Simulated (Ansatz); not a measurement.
Here is an Ansatz 0.2.0 calculation.

The input input.yaml:

```yaml
crystal:
  lattice:
    - [4.5507, 0.0, 0.0]
    - [0.0, 4.5507, 0.0]
    - [0.0, 0.0, 4.5507]
  atoms:
    - { symbol: Fe, position: [0.86348, 0.63652, 0.36348], spin: 3.0 }
    - { symbol: Fe, position: [0.63652, 0.36348, 0.86348], spin: 3.0 }
    - { symbol: Fe, position: [0.36348, 0.86348, 0.63652], spin: 3.0 }
    - { symbol: Fe, position: [0.13652, 0.13652, 0.13652], spin: 3.0 }
    - { symbol: Si, position: [0.1576, 0.3424, 0.6576] }
    - { symbol: Si, position: [0.3424, 0.6576, 0.1576] }
    - { symbol: Si, position: [0.6576, 0.1576, 0.3424] }
    - { symbol: Si, position: [0.8424, 0.8424, 0.8424] }
hamiltonian:
  xc: pbesol
  pseudopotentials: { kind: paw }
magnetization:
  spin_polarized: true
kpoints:
  mp_grid: { grid: [6, 6, 6] }
scf:
  occupations: { method: fermi_dirac, width: 0.05 }
output:
  forces: true
  stress: true
  eigenvalues: true
  write_density: true
  write_potential: true
  elf: true
  volumetric_format: npy
```

Potentials or basis: Ansatz PAW.

Run with:

```bash
$ ansatz run input.yaml --threads 4 --pin off --max-ram 11264MiB --backend cpu --events-out ev --progress --plain --runs-dir out
```

Task: Estimate the largest force.

Result: 0.081 eV/Å.

Task: What does it give for the absolute moment?

Result: 4.42 μB per cell.

Task: Estimate the pressure.

Result: -16.8 GPa.

Forces in eV/Å, atoms in the order of the input:
```
Fe   0.047 -0.047  0.047
Fe  -0.047  0.047  0.047
Fe   0.047  0.047 -0.047
Fe  -0.047 -0.047 -0.047
Si  -0.028  0.028 -0.028
Si   0.028 -0.028 -0.028
Si  -0.028 -0.028  0.028
Si   0.028  0.028  0.028
```

Caveat: the PAW data sets come from PBE, with cores solved anew for the run's functional, which leaves a small shift of forces and pressure.
